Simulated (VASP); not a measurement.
Sb2S3 (Stibnite), 20 atoms in the cell. The structure is orthorhombic, space group Pnma (No. 62). The conventional cell has a = 11.285 Å, b = 3.828 Å, c = 10.916 Å, α = 90.00°, β = 90.00°, γ = 90.00°. Around Sb (site symmetry m) lie 3 S at 2.56 to 2.57 Å. Sb (site symmetry m) is surrounded by 5 S at 2.50 to 2.84 Å. Around S (site symmetry m) lie 3 Sb at 2.56 to 2.66 Å. S (site symmetry m) is surrounded by 3 Sb at 2.50 to 2.84 Å. S (site symmetry m) is surrounded by 2 Sb at 2.57 Å. 

| Property | Result |
| --- | --- |
| Program | VASP 6.6.1 |
| Task | band structure |
| Functional | PBE |
| Potentials or basis | VASP PAW PBE potentials, release 64 (Sb, S) |
| Cutoff | 520 eV |
| k mesh | 2 × 6 × 2 |
| Occupations | gaussian, width 0.03 eV |
| Spin | spin-orbit coupling, no magnetisation |
| Further INCAR settings | ALGO = Normal; EDIFF = 1e-06; NBANDS = 142 |

Potentials or basis: VASP PAW PBE potentials, release 64 (Sb, S).

Run with:

```bash
$ cat potpaw_PBE.64/Sb/POTCAR potpaw_PBE.64/S/POTCAR > POTCAR
$ mpirun -np 4 vasp_ncl > vasp.out
```

Hardware: 4 MPI ranks on Intel(R) Xeon(R) 6975P-C (Granite Rapids), on a shared host.

Q: How long does it take, and how much memory?

A: Wall time 120 min on 4 MPI ranks on Intel(R) Xeon(R) 6975P-C (Granite Rapids) (shared host), peak memory 1.2 GiB a rank. Counts: scf iterations 217, k points 16.
